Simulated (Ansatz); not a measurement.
# Hg: what symmetry allows forces and stress to be

```yaml
crystal:
  lattice:
    - [3.46181, 0.00000, 0.00000]
    - [-1.73090, 2.99802, 0.00000]
    - [0.00000, 0.00000, 5.48755]
  atoms:
    - { symbol: Hg, position: [0.66667, 0.33333, 0.75000] }
    - { symbol: Hg, position: [0.33333, 0.66667, 0.31834] }
```

Computed with DFT PBE, scalar-relativistic, plane waves, PAW (Ansatz).

Cutoff 420 eV; k points 12×12×8 on the computed 2-atom cell (Γ-centred); Gaussian smearing, width 0.05 eV; no spin polarisation.

This distorted cell has space group P-3m1, with 12 operations.

Q: Without a calculation: in which directions can each atom feel a force?

A: A force must be left unchanged by every operation that keeps its atom in place, so it lies in the space that those operations leave fixed. Atoms that the group maps onto each other feel forces of one size.
```csv
atom,site symmetry,operations at the site,equivalent to atom,allowed force (Cartesian)
Hg1,3m.,6,1,"along (0.00, 0.00, 1.00)"
Hg2,3m.,6,1,"along (0.00, 0.00, 1.00)"
```

That leaves 1 independent force component of 6. A relaxation in this cell that keeps the symmetry moves the atoms in these directions alone.

Q: And the stress tensor?

A: It must be invariant under the point group, which leaves 2 independent components: yz, xz, xy vanish; xx = yy.

Q: Do the computed values obey this?

A: Yes. Forces (eV/Å):
```
Hg1  0.000  0.000  0.605
Hg2  0.000  0.000 -0.605
```

Stress (GPa, compression positive, xx yy zz yz xz xy): 2.06 2.06 2.64 0.00 0.00 0.00. The program imposes the same operations on density, forces and stress, so this confirms the analysis and is no independent test of the calculation.

Spin–orbit coupling is left out, which can shift energies with elements as heavy as these.

This form isn't the element's structure at ambient conditions.